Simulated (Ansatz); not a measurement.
## A series in volume per atom on W

All results are calculated (Ansatz 0.2.0). Periodic Kohn-Sham DFT of a crystal at fixed atoms; pressure and stress are positive in compression; the energy is the free energy less that of spherical unpolarised free atoms; site moments are those in the method's own spheres, positive along +z.

Cell of the first row (space group Im-3m, No. 229):
```
CELL_PARAMETERS angstrom
-1.56500 1.56500 1.56500
1.56500 -1.56500 1.56500
1.56500 1.56500 -1.56500
ATOMIC_POSITIONS crystal
W 0.00000 0.00000 0.00000
```

Settings of every row: method all-electron LAPW; functional PBE; relativity scalar; k mesh 14x14x14; filling fermi-dirac; smearing width 0.08 eV; basis error target 1 meV/atom; nucleus gaussian.

Atom start moment: 0 on all atoms.

Limits: no spin-orbit coupling on heavy atoms; the cell was measured well above room temperature.

| row | volume per atom (Å³) | pressure (GPa) | energy less free atoms (eV/atom) |
| --- | --- | --- | --- |
| 1 | 15.331 | 17.404 | -11.3883 |
| 2 | 15.975 | 3.394 | -11.4291 |
| 3 | 16.301 | -2.707 | -11.4297 |
| 4 | 16.627 | ? | ? |
| 5 | 17.279 | -17.669 | -11.3651 |

Question: what pressure and energy less free atoms should row 4 give?

Worked fit of pressure. Take u = (V_r/V)^(2/3) − 1 with V_r = 16.138 Å³ an atom, which is twice the finite (Eulerian) strain; such expansions in the strain, on which the Birch-Murnaghan equation of state is built, carry the rest volume and the bulk modulus. The shown rows have u = 0.03479, 0.00679, -0.00668, -0.04452. Least squares give pressure = 0.2674 + 453.217 × u + 1130.74 × u² GPa; a straight line predicts inner rows, each left out in turn, worse (root mean square 1.2 against 0.0057 GPa). The rows lie off it by 0.001, -0.003, 0.003, 0.000. The pressure vanishes at u = -0.0006, or V = 16.15 Å³ an atom, and there the bulk modulus at fixed shape and fractions is B = −V dP/dV = (2/3)(1 + u) dP/du = 301 GPa. The withheld row has u = -0.0197, so the fit gives 0.2674 + 453.217 × (-0.0197) + 1130.74 × (-0.0197)² = -8.222 GPa.

The calculation gave -8.218 GPa. The fit lies 0.004 GPa (0.011 % of the column's range) below it; its largest miss of a shown row is 0.003 GPa.

Worked fit of energy less free atoms. Take u = (V_r/V)^(2/3) − 1 with V_r = 16.138 Å³ an atom, which is twice the finite (Eulerian) strain; such expansions in the strain, on which the Birch-Murnaghan equation of state is built, carry the rest volume and the bulk modulus. The shown rows have u = 0.03479, 0.00679, -0.00668, -0.04452. Least squares give energy less free atoms = −11.43095 + 0.0394 × u + 34.107 × u² eV/atom; a straight line predicts inner rows, each left out in turn, worse (root mean square 0.035 against 2e-05 eV/atom). All shown rows lie on it to the printed digit. Its lowest point lies at u = -0.0006, or V = 16.15 Å³ an atom, and the curvature there gives the bulk modulus at fixed shape and fractions, B = (4/9)(1 + u)² E″(u)/V = 300 GPa. The withheld row has u = -0.0197, so the fit gives −11.43095 + 0.0394 × (-0.0197) + 34.107 × (-0.0197)² = -11.4185 eV/atom.

The calculation gave -11.4185 eV/atom. The fit meets it to the printed digit.
